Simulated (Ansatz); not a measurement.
Rutile RuO2

Level of theory: PBE0 in Ansatz (plane waves, PAW).

Numerical settings: plane-wave cutoff 500 eV, 6×6×8 k mesh (along the axes of the cell as run), Fermi–Dirac smearing 0.05 eV, ferromagnetic start, scalar-relativistic PAW data made under PBE.

Cell (relaxed with r²SCAN):

```yaml
crystal:
  lattice:
    - [4.48003, 0.00000, 0.00000]
    - [0.00000, 4.48003, 0.00000]
    - [0.00000, 0.00000, 3.10662]
  atoms:
    - { symbol: Ru, position: [0.00000, 0.00000, 0.00000] }
    - { symbol: Ru, position: [0.50000, 0.50000, 0.50000] }
    - { symbol: O, position: [0.30529, 0.30529, 0.00000] }
    - { symbol: O, position: [0.69471, 0.69471, 0.00000] }
    - { symbol: O, position: [0.19471, 0.80529, 0.50000] }
    - { symbol: O, position: [0.80529, 0.19471, 0.50000] }
```

```
Quantity                                           Value
-----------------------------------------------  -------
magnetic moment (largest site, within a sphere)  0.00 μB
```

Note: exact exchange on metals is sensitive to the k mesh and can open a false gap; cell and atoms aren't relaxed at this level (largest force component 0.29 eV/Å, pressure -4.9 GPa).

Moments are spin moments.

Static lattice: no zero-point or thermal effects.

Cost on a shared machine: very roughly 29 core-minutes.

Ansatz is a quantum-chemistry and plane-wave program.
